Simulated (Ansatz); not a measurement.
# Surface calculation: hcp Cu (0001), 5 layers

The slab is cut from the hcp crystal, which needn't be the stable phase, as relaxed on PAW files (11.97 Å³/atom), with 16 Å of vacuum and a dipole correction:

```xyz
5
Lattice="2.5590 0.0000 0.0000 -1.2795 2.2162 0.0000 0.0000 0.0000 24.4423" Properties=species:S:1:pos:R:3 pbc="T T T"
Cu    0.0000    0.0000    8.0000
Cu    0.0000    1.4774   10.1106
Cu    0.0000    0.0000   12.2211
Cu    0.0000    1.4774   14.3317
Cu    0.0000    0.0000   16.4423
```

Level of theory: DFT with PBE, scalar-relativistic, in Ansatz 0.2.0; a Γ-centred 15×15×1 k mesh, Fermi–Dirac smearing of 0.08 eV, no spin polarisation. LAPW: all electrons, basis error target 1 meV/atom; PAW: frozen-core files, cutoff 420 eV.

The bulk energy comes from a cell in the slab's orientation on a 15×15×8 mesh. The surface energy is (E(slab) − N·E(bulk))/2A at zero smearing, the mean of both faces; thin slabs carry quantum-size effects.

The cell is 1×1, so reconstructions are forbidden, and in slabs of four or five layers the relaxations can be far larger than at a real surface.

**Question.** As cut, the LAPW slab lies 0.917 eV above 5 atoms of bulk. What surface energy is that?

**Answer.** Over two faces of 5.67 Å² it is 80.9 meV/Å², and times 16.02 J/m² per eV/Å² that gives γ = 1.296 J/m².

| method | γ as cut (J/m²) | γ relaxed (J/m²) | Φ as cut (eV) | Φ relaxed (eV) |
| --- | --- | --- | --- | --- |
| LAPW | 1.296 | 1.293 | 4.83 | 4.82 |

**Question.** How do the spacings between the planes relax?

**Answer.** From the bottom face up: d12 -1.1 % of 2.111 Å, d23 -0.2 % of 2.111 Å, d34 -0.2 % of 2.111 Å, d45 -1.1 % of 2.111 Å.

**Question.** In the relaxed 1×1 cell, replace the outer, then the middle Cu by Zn, which changes a whole layer. What shift does this Z+1 picture give?

**Answer.** E(outer) − E(middle) = -0.25 eV by LAPW and -0.25 eV by PAW; a positive value puts the surface line at higher binding energy.
